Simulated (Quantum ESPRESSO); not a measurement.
Wanted: the native input for a Quantum ESPRESSO 7.5 run.

```
Task                : relaxation of cell and atoms
Functional          : PBEsol
Potentials or basis : SSSP 1.3 efficiency PBE
Cutoff              : 857 eV
Density cutoff      : 6884 eV
k mesh              : 9 × 9 × 9
Occupations         : fermi-dirac, width 0.05 eV
Spin                : no spin polarisation
Target pressure     : 10 GPa
Mixing beta         : 0.5
Most SCF iterations : 120
SCF threshold       : 2e-10 Ry
Most ionic steps    : 40
Forc conv thr       : 0.0004 Ry/bohr
Etot conv thr       : 1e-05 Ry
Ion dynamics        : bfgs
Cell dynamics       : bfgs
Press conv thr      : 0.3 kbar
```

Na:

```
Na
1.0
    -2.14100    2.14100    2.14100
     2.14100   -2.14100    2.14100
     2.14100    2.14100   -2.14100
Na
1
Cartesian
  0.0000 0.0000 0.0000
```

These files were run (other wordings do the same):

pw.in

```
&CONTROL
  calculation = 'vc-relax'
  prefix = 'pwscf'
  outdir = './tmp'
  pseudo_dir = './pseudo'
  tprnfor = .true.
  tstress = .true.
  disk_io = 'low'
  nstep = 40
  forc_conv_thr = 0.0004
  etot_conv_thr = 1d-05
/
&SYSTEM
  ibrav = 0
  nat = 1
  ntyp = 1
  ecutwfc = 63
  ecutrho = 506
  nbnd = 10
  input_dft = 'pbesol'
  occupations = 'smearing'
  smearing = 'fd'
  degauss = 0.00367493
/
&ELECTRONS
  conv_thr = 2d-10
  electron_maxstep = 120
  mixing_beta = 0.5
/
&IONS
  ion_dynamics = 'bfgs'
/
&CELL
  cell_dynamics = 'bfgs'
  press = 100
  press_conv_thr = 0.3
/
ATOMIC_SPECIES
Na    22.9898 na_pbe_v1.5.uspp.F.UPF
CELL_PARAMETERS angstrom
  -2.1410000000    2.1410000000    2.1410000000
   2.1410000000   -2.1410000000    2.1410000000
   2.1410000000    2.1410000000   -2.1410000000
ATOMIC_POSITIONS crystal
Na     0.0000000000    0.0000000000    0.0000000000
K_POINTS automatic
9 9 9 0 0 0
```

Potentials or basis: SSSP 1.3 efficiency PBE.

Command:

```console
$ OMP_NUM_THREADS=1 pw.x -in pw.in > pw.out
```

Results of the run:

```json
{
 "Relaxed volume": "21.98 Å³/atom",
 "Relaxed cell": "a = 3.056 Å, b = 3.056 Å, c = 3.056 Å, α = 109.47°, β = 109.47°, γ = 109.47°",
 "Space group after relaxing (to 0.05 Å)": "Im-3m (No. 229)",
 "Energy change on relaxing (the enthalpy is what falls)": "+290.7 meV/atom",
 "Ionic steps": "8",
 "Pressure after relaxing": "10.0 GPa",
 "Band gap on the k mesh": "none (metal or under the smearing width)"
}
```

Caveat: the potentials were made for another functional, which shifts forces and pressure; the volume moved by over 15 % at a fixed basis, so the end points are rough.

Wall time 85 s on 1 thread of Arm Neoverse V2 (shared host), peak memory 0.15 GiB.
